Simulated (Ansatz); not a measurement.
CdS in the wurtzite structure, relaxed with r2SCAN, was run in Ansatz 0.2.0 under altered settings. All numbers are computed, without spin polarisation but where a row says otherwise.

```
Cd S
1.0
     4.16460    0.00000    0.00000
    -2.08230    3.60665    0.00000
     0.00000    0.00000    6.76601
Cd S
2 2
Direct
  0.33333 0.66667 0.99904
  0.66667 0.33333 0.49904
  0.33333 0.66667 0.37596
  0.66667 0.33333 0.87596
```

The base run's other keys:
```yaml
kpoints:
  mp_grid: { grid: [6, 6, 2] }
hamiltonian:
  xc: hse06
scf:
  occupations: { method: fixed }
  n_extra_bands: 5
```

It takes 13 iterations with 1985 plane waves at 420 eV and 14 k points, and leaves a mean stress of +0.20 GPa. The gap over this mesh is 2.192 eV. It ran on 4 threads of Arm Neoverse V1, on a shared host.

Outcomes, with energy and stress as changes against the base:
```
                                  setting    outcome  ΔF (meV/atom)  Δ mean stress (GPa)  gap on the mesh (eV)  iterations  wall time
    PBE hybrid, exx coeff 1.5, unscreened    refused              –                    –                     –           –     0.02 s
PBE hybrid, exx coeff 0.35, omega 0.3 1/Å  converged              –                 -0.2                 2.351          16       25 s
                         basis.xc_grid: 1  converged            0.0                  0.0                 2.192          13       22 s
  hamiltonian.pseudopotentials: ultrasoft    refused              –                    –                     –           –     0.01 s
```
A dash marks a value that wasn't obtained or can't be compared. Stress is positive in compression. The base took 22 s. The base's mesh is coarse for a hybrid, so its own values aren't converged.

- PBE hybrid, exx coeff 1.5, unscreened. The program doesn't start. Error: invalid value for `hamiltonian.xc.exx.coeff`: must be finite and in (0, 1]; got 1.5
- PBE hybrid, exx coeff 0.35, omega 0.3 1/Å. That is 35 % exact exchange, screened with ω = 0.3 1/Å, against HSE06's 25 % screened at 0.208 1/Å. The mean stress moves by -0.2 GPa and the gap on the mesh by +0.160 eV (to 2.351). Totals of different functionals aren't comparable.
- hamiltonian.pseudopotentials: ultrasoft. The input is refused before any iteration. Error: YAML parse error: line 15 column 29: unknown variant `uspp`, expected one of nc, nc_fr, paw, paw_fr, all_electron

Within 1 meV an atom, 0.1 GPa and 0.005 eV of the base stay: basis.xc_grid: 1.

Spin-orbit coupling is left out.

The program warns that its thresholds are loose for a hybrid's stress.

The meshes of the hybrids are coarse, so their gaps aren't converged to the digits shown.
